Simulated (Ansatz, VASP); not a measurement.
CdS (Hawleyite) in VASP and in Ansatz

```xyz
2
Lattice="0.0000 2.9165 2.9165 2.9165 0.0000 2.9165 2.9165 2.9165 0.0000" Properties=species:S:1:pos:R:3 pbc="T T T"
Cd    0.0000    0.0000    0.0000
S     1.4583    1.4583    1.4583
```

Alike in both runs: task single point; functional PBEsol; k mesh 6 × 6 × 6; no spin polarisation.

|  | VASP | Ansatz |
| --- | --- | --- |
| version | VASP 6.6.1 | Ansatz 0.2.0 |
| potentials or method | VASP PAW PBE potentials, release 64 (Cd, S) | plane waves, PAW |
| plane-wave cutoff (eV) | 520 | 420 |
| occupations | methfessel-paxton of order 1, width 0.1 eV | methfessel-paxton of order 1 |
| valence electrons in the cell | 18 | 26 |

Ansatz gave:

```
pressure (GPa) : -0.3
```

Problem. Which values does VASP return?

Solution. Pressure (GPa): 0.1.

The two sets of potentials don't hold the same shells in valence.

Caveats: the PAW data sets were made with another functional, which shifts forces and pressure a little (VASP).
